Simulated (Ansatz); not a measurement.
# ¹⁷O NMR of the central transition in V2O5

Cell: a computed structure from the Materials Project (it need not be an observed phase), taken as it stands.

```cif
data_structure
_symmetry_space_group_name_H-M 'P 1'
_symmetry_Int_Tables_number 1
_cell_length_a 5.7213
_cell_length_b 10.7131
_cell_length_c 3.3250
_cell_angle_alpha 90.000
_cell_angle_beta 90.000
_cell_angle_gamma 90.000
_cell_volume 203.80
loop_
_atom_site_label
_atom_site_type_symbol
_atom_site_fract_x
_atom_site_fract_y
_atom_site_fract_z
_atom_site_occupancy
V1 V 0.70380 0.37164 0.00000 1
V2 V 0.29620 0.62836 0.00000 1
V3 V 0.20380 0.12836 0.00000 1
V4 V 0.79620 0.87164 0.00000 1
O5 O 0.81899 0.40222 0.50000 1
O6 O 0.18101 0.59777 0.50000 1
O7 O 0.31899 0.09778 0.50000 1
O8 O 0.68101 0.90223 0.50000 1
O9 O 0.03071 0.25184 0.00000 1
O10 O 0.96929 0.74816 0.00000 1
O11 O 0.53071 0.24816 0.00000 1
O12 O 0.46929 0.75184 0.00000 1
O13 O 0.50000 0.50000 0.00000 1
O14 O 0.00000 0.00000 0.00000 1
```

Atoms are numbered from 1 in the order listed; like atoms form one site, named after its first atom.

Computed with Ansatz: DFT, r2SCAN, plane waves and PAW (field gradients read without the response of the frozen cores, which leaves them typically 4 to 6 % off), scalar-relativistic, 500 eV cutoff, Γ-centred 4×2×7 k-points, Fermi–Dirac smearing 0.02 eV.

¹⁷O has I = 5/2 and Q = -25.58 mb (Pyykkö 2018); at 35.2 T its Larmor frequency is ν₀ = 203.3 MHz. Only the quadrupole interaction is simulated: positions count from each site's isotropic chemical shift, and J coupling is left out, as are shift anisotropy and dipolar coupling, which fast spinning averages.

(1) Give C_Q, η, the quadrupolar product P_Q = |C_Q|(1 + η²/3)^½, the second-order isotropic shift and the breadth of the pattern (fast magic-angle spinning) for each O site.

Answers

(1) 

```json
{"site": "O5", "first shell": "2 V at 1.82 Å, angle 132°", "C_Q (MHz)": "-2.90", "η": "0.15", "P_Q (MHz)": "2.91", "δ_QIS (ppm)": "-1.23", "breadth (kHz)": "0.560"}
{"site": "O9", "first shell": "1 V at 1.65 Å; also 1 V at 2.27 Å", "C_Q (MHz)": "-1.50", "η": "0.95", "P_Q (MHz)": "1.71", "δ_QIS (ppm)": "-0.424", "breadth (kHz)": "0.191"}
{"site": "O13", "first shell": "2 V at 1.80 Å, angle 180°", "C_Q (MHz)": "-3.31", "η": "0.36", "P_Q (MHz)": "3.39", "δ_QIS (ppm)": "-1.67", "breadth (kHz)": "0.782"}
```

δ_QIS = −(ν_Q²/30ν₀²)[I(I+1) − 3/4](1 + η²/3) × 10⁶ ppm with ν_Q = 3|C_Q|/[2I(2I−1)]; it falls as 1/B₀² in ppm, and the breadth as 1/B₀ in kHz.

At O5 V_zz runs parallel to the line that joins its two neighbours (within 1°). At O13 V_zz points along the line of its two bonds (within 4°).

At this cell the r2SCAN pressure is -10 GPa, so with r2SCAN the cell would shrink if it were relaxed. The entry's cell may itself be off. The largest force is 1.6 eV/Å, so the atoms aren't at the calculated equilibrium and relaxing them would move these values.
